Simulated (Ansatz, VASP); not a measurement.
Pd in VASP and in Ansatz

File INCAR:

```
SYSTEM = Pd
  ALGO = Normal
  EDIFF = 1E-6
  ENCUT = 520
  ISIF = 2
  ISMEAR = 1
  LASPH = .True.
  LCHARG = .False.
  LREAL = .False.
  LWAVE = .False.
  NBANDS = 11
  NELM = 60
  PREC = Accurate
  SIGMA = 0.01
```

KPOINTS

```
k-points
0
Gamma
  14 14 14
  0 0 0
```

File POSCAR:

```
Pd
1.0
    0.0000000000      1.9211411165      1.9211411165
    1.9211411165      0.0000000000      1.9211411165
    1.9211411165      1.9211411165      0.0000000000
Pd
1
Direct
    0.0000000000      0.0000000000      0.0000000000
```

Input for Ansatz:

```yaml
crystal:
  lattice:
    - [0.0, 1.9211411165, 1.9211411165]
    - [1.9211411165, 0.0, 1.9211411165]
    - [1.9211411165, 1.9211411165, 0.0]
  atoms:
    - { symbol: Pd, position: [0.0, 0.0, 0.0] }
hamiltonian:
  xc: lda
  pseudopotentials:
    kind: paw
    azcp:
      Pd: "pseudopotentials/Pd.paw.azcp"
basis:
  ecutwfc: 420
  fft_grid_basis: typed
kpoints:
  mp_grid: { grid: [14, 14, 14], shift: [0, 0, 0] }
magnetization:
  spin_polarized: false
scf:
  occupations: { method: cold, width: 0.01 }
  lower_state_search: "off"
output:
  stress: true
  write_density: true
  write_potential: true
  elf: true
  volumetric_format: npy
```

Alike in both runs: task single point; functional LDA; k mesh 14 × 14 × 14; no spin polarisation.

```csv
,VASP,Ansatz
version,VASP 6.6.1,Ansatz 0.2.0
potentials or method,"VASP PAW LDA potentials, release 64 (Pd)","plane waves (420 eV) with PAW, scalar-relativistic"
plane-wave cutoff (eV),520,420
occupations,"methfessel-paxton of order 1, width 0.01 eV","cold, width 0.01 eV"
valence electrons in the cell,10,18
```

Ansatz gave:

* pressure (GPa): -0.5

Estimate VASP's values.

pressure (GPa): -0.2.

The two sets of potentials don't hold the same shells in valence. Ansatz warned: «pseudo_functional_mismatch».
